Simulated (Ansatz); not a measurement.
A plane-wave DFT run in Ansatz 0.2.0 (scalar-relativistic PAW potentials unless the input names others): input and command.

```yaml
crystal:
  lattice:
    - [4.2846417615, 0.0, 0.0]
    - [0.0, 4.2846417615, 0.0]
    - [0.0, 0.0, 4.2846417615]
  atoms:
    - { symbol: Cl, position: [0.5, 0.0, 0.0] }
    - { symbol: Cl, position: [0.0, 0.5, 0.0] }
    - { symbol: Cl, position: [0.0, 0.0, 0.5] }
basis:
  ecutwfc: "520 ev"
kpoints:
  mp_grid: { grid: [10, 10, 10] }
hamiltonian:
  xc: pbe
scf:
  occupations: { method: gaussian, width: 0.1 }
  max_iter: 60
output:
  forces: true
  eigenvalues: true
  stress: true
```

```bash
ansatz run input.yaml --threads 1 --pin off --max-ram 2560MiB --backend cpu --events-out ev --progress --plain --runs-dir out
```

Question: What will the program do with this input?

Answer: The program refuses it, because of a cutoff in the wrong unit (basis.ecutwfc: 420 → "520 ev"). With the sound run's settings it is accepted.

Abridged log:
```
Error: YAML parse error: error: line 11 column 12: unknown unit factor `ev` — a unit is read by its exact case: `eV` is a unit here, `ev` is not
  --> <input>:11:12
   |
 9 |     - { symbol: Cl, position: [0.0, 0.0, 0.5] }
10 | basis:
11 |   ecutwfc: "520 ev"
   |            ^ unknown unit factor `ev` — a unit is read by its exact case: `eV` is a unit here, `ev` is not
12 | kpoints:
13 |   mp_grid: { grid: [10, 10, 10] }
   |
```